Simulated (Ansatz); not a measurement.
# Ge: a tetragonal deformation path and further scans

One table from this session's results is given with a row withheld; the runs are named, their logs left out.

Program: Ansatz 0.2.0. Level of theory: DFT PBEsol, scalar-relativistic, plane waves, PAW. These are calculated values, not measurements.

2 further runs of the same task are left out: 2 set aside as unsound or not needed. Runs told in other sessions of the task aren't counted.

**Starting point**

It takes space group I4_1/amd (No. 141, tetragonal). Conventional cell: a = 5.126 Å, b = 5.126 Å, c = 2.793 Å, α = 90.00°, β = 90.00°, γ = 90.00°. Ge (site symmetry -4m2) has 6 Ge at 2.66 to 2.79 Å in its first shell of neighbours.

Structure file:

```cif
data_structure
_symmetry_space_group_name_H-M 'I4_1/amd:1'
_symmetry_Int_Tables_number 141
_cell_length_a 5.1260
_cell_length_b 5.1260
_cell_length_c 2.7933
_cell_angle_alpha 90.000
_cell_angle_beta 90.000
_cell_angle_gamma 90.000
_cell_volume 73.40
loop_
_atom_site_label
_atom_site_type_symbol
_atom_site_symmetry_multiplicity
_atom_site_Wyckoff_symbol
_atom_site_fract_x
_atom_site_fract_y
_atom_site_fract_z
_atom_site_occupancy
Ge1 Ge 4 b 0.00000 0.50000 0.75000 1
```

It goes back to an entry of the Materials Project, which need not be the stable form.

It is the result of an earlier relaxation at this level (volume 18.35 Å³/atom; gap on the mesh: none (metal)).

Set-up of the first run:

input.yaml reads:

```yaml
crystal:
  lattice:
    - [-2.5630127536, 2.5630127536, 1.3966622747]
    - [2.5630127536, -2.5630127536, 1.3966622747]
    - [2.5630127536, 2.5630127536, -1.3966622747]
  atoms:
    - { symbol: Ge, position: [0.25, 0.75, 0.5] }
    - { symbol: Ge, position: [0.5, 0.5, 0.0] }
basis:
  ecutwfc: 420
kpoints:
  mp_grid: { grid: [26, 26, 26] }
hamiltonian:
  xc: pbesol
scf:
  occupations: { method: gaussian, width: 0.15 }
output:
  forces: true
  stress: true
  eigenvalues: true
  write_density: true
  write_potential: true
  elf: true
  volumetric_format: npy
```

Command:

```bash
ansatz run input.yaml --threads 1 --pin off --max-ram 2560MiB --backend cpu --events-out ev --progress --plain --runs-dir out
```

Steps of the session up to this table: The undisturbed cell; ρ = 0.850; Point ρ = 1.200; Point ρ = 0.920; ρ = 1.100; ρ = 0.960; Point ρ = 1.050; At ρ = 0.800; At ρ = 1.300.

One of the session's tables, all rows but one given; the rest of the session is left out.

It belongs to the step «The scan collected». The scan, with free energies counted from the undisturbed cell:

| ρ | ΔE (meV/atom) | pressure (GPa) |
| --- | --- | --- |
| 0.800 | 226.6 | 6.5 |
| 0.850 | 112.1 | 3.1 |
| 0.920 | 27.9 | 0.6 |
| 0.960 | 6.8 | 0.1 |
| 1.000 | 0.0 | 0.0 |
| 1.050 | ? | ? |
| 1.100 | 18.7 | 0.9 |
| 1.200 | 65.6 | 3.0 |
| 1.300 | 122.1 | 5.5 |

Q: Estimate the row for ρ = 1.050 from the others.

Worked estimate for «ΔE (meV/atom)». A straight line through the neighbours (1.000, 0.0) and (1.100, 18.7) gives 0.0 + (18.7 − 0.0) × (1.050 − 1.000) / (1.100 − 1.000) = 9.3; a parabola fitted to 4 rows on both sides gives 5.7.

**Answer.** ΔE (meV/atom): 4.0; pressure (GPa): 0.3. In «ΔE (meV/atom)» the line misses by +5.3 and the parabola by +1.7.
